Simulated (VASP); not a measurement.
The system is SrO.

```
Sr O
1.0
     0.00000    2.56630    2.56630
     2.56630    0.00000    2.56630
     2.56630    2.56630    0.00000
Sr O
1 1
Direct
  0.50000 0.50000 0.50000
  0.00000 0.00000 0.00000
```

```yaml
Program: VASP 6.6.1
Task: single point
Functional: PBE
Potentials_or_basis: VASP PAW PBE potentials, release 64 (Sr_sv, O)
Cutoff: 520 eV
k_mesh: 9 × 9 × 9
Occupations: fermi-dirac, width 0.05 eV
Spin: no spin polarisation
```

On this cell: pressure 3.9 GPa; largest force zero by symmetry; band gap on the k mesh 3.32 eV, indirect (least direct gap 3.41 eV).

The same run follows on a disturbed copy (atoms moved at random, drawn with an rms of 0.05 Å):

```xyz
2
Lattice="0.0000 2.5663 2.5663 2.5663 0.0000 2.5663 2.5663 2.5663 0.0000" Properties=species:S:1:pos:R:3 pbc="T T T"
Sr    2.5737    2.5770    2.5530
O    -0.0179    0.0448    0.0521
```

What does the disturbed cell give?

The energy moves by +3.6 meV/atom; pressure 4.1 GPa; largest force 0.188 eV/Å; band gap on the k mesh 3.35 eV, indirect (least direct gap 3.43 eV).

Forces in eV/Å, atoms in the order of the input:
```
Sr  -0.059  0.081  0.159
O    0.059 -0.081 -0.159
```

Stress tensor (GPa, compression positive):
```
 3.92  0.01  0.03
 0.01  3.98 -0.04
 0.03 -0.04  4.35
```

Caveats: an odd mesh through Γ misses points on the zone boundary, where band edges often lie.
